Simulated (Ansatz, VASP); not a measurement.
BN: VASP beside Ansatz

```
B N
1.0
     2.55462    0.00000    0.00000
    -1.27731    2.21237    0.00000
     0.00000    0.00000    4.22455
B N
2 2
Direct
  0.66667 0.33333 0.99981
  0.33333 0.66667 0.49981
  0.66667 0.33333 0.62519
  0.33333 0.66667 0.12519
```

Measurements of this composition are mostly on another form, of space group No. 194.

Alike in both runs: task single point; functional PBE; k mesh 12 × 12 × 6; occupations gaussian, width 0.05 eV; no spin polarisation.

```csv
,VASP,Ansatz
version,VASP 6.6.1,Ansatz 0.2.0
potentials or method,"VASP PAW PBE potentials, release 64 (B, N)","scalar-relativistic, plane waves, PAW"
plane-wave cutoff (eV),520,520
valence electrons in the cell,16,16
```

VASP gave:

```
gap on the k mesh at the Fermi level (eV) : 5.21
least direct gap on the mesh (eV)         : 8.24
pressure (GPa)                            : 0.2
```

Q: What did Ansatz give for the same quantities?

A: gap on the k mesh at the Fermi level (eV): 5.23; least direct gap on the mesh (eV): 8.24; pressure (GPa): 0.0.

A k mesh can miss the band edges. As with any semilocal functional, this PBE gap is likely too small.
